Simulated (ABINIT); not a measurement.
A run of ABINIT 10.8.3 (patched build) is set up as follows.

Contents of run.abi:

```
# Datasets: one volume each
ndtset 7
scalecart1 3*0.9795861087
scalecart2 3*0.9864848297
scalecart3 3*0.9932883884
scalecart4 3*1.0000000000
scalecart5 3*1.0066227096
scalecart6 3*1.0131594038
scalecart7 3*1.0196128224

# Pseudopotentials
pp_dirpath "./"
pseudos "Rh.upf"

# Structure
acell 2.6839652093 2.6839652093 2.6839652093 Angstrom
rprim
     0.0000000000     0.7071067812     0.7071067812
     0.7071067812     0.0000000000     0.7071067812
     0.7071067812     0.7071067812     0.0000000000
ntypat 1
znucl 45
natom 1
typat 1
xred
     0.0000000000     0.0000000000     0.0000000000

# Plane-wave basis
ecut 53.0

# k points
kptopt 1
ngkpt 8 8 8
nshiftk 1
shiftk 0.0 0.0 0.0

# Exchange and correlation
ixc -497498
usekden 1
nc_xccc_gspace 1
boxcutmin 3.0

# Bands and occupations
nband 13
occopt 3
tsmear 0.05 eV

# SCF cycle
nstep 100
tolvrs 1.0e-9

# Output
iomode 3
prtwf 0
prtden 0
prteig 0
prtebands 0
enunit 2
```

Potentials or basis: Ansatz NC r2SCAN.

Command:

```sh
$ mpirun --bind-to none -np 4 abinit run.abi > log 2>&1
```

(1) Estimate the pressure derivative of the bulk modulus.

(2) Estimate the equilibrium volume.

(3) What does it give for the bulk modulus?

Results:

(1) 5.1.

(2) 13.77 Å³/atom.

(3) 279 GPa.

Caveat: pressures at fixed basis lie under the slope of the energies.

**The experiment to reproduce.**

“Thermal equation of state of rhodium characterized by XRD in a resistively heated diamond anvil cell”, 2024, pmc:11535440 quotes, for a bulk crystal of Rh: bulk modulus 264 ± 1 GPa.

Measured bulk modulus of Rh: 264 GPa (quoted in “Thermal equation of state of rhodium characterized by XRD in a resistively heated diamond anvil cell”, 2024, pmc:11535440). This calculation gives 279 GPa (+5.5 %). The fit is for a static lattice scaled at fixed shape and fixed fractional positions.
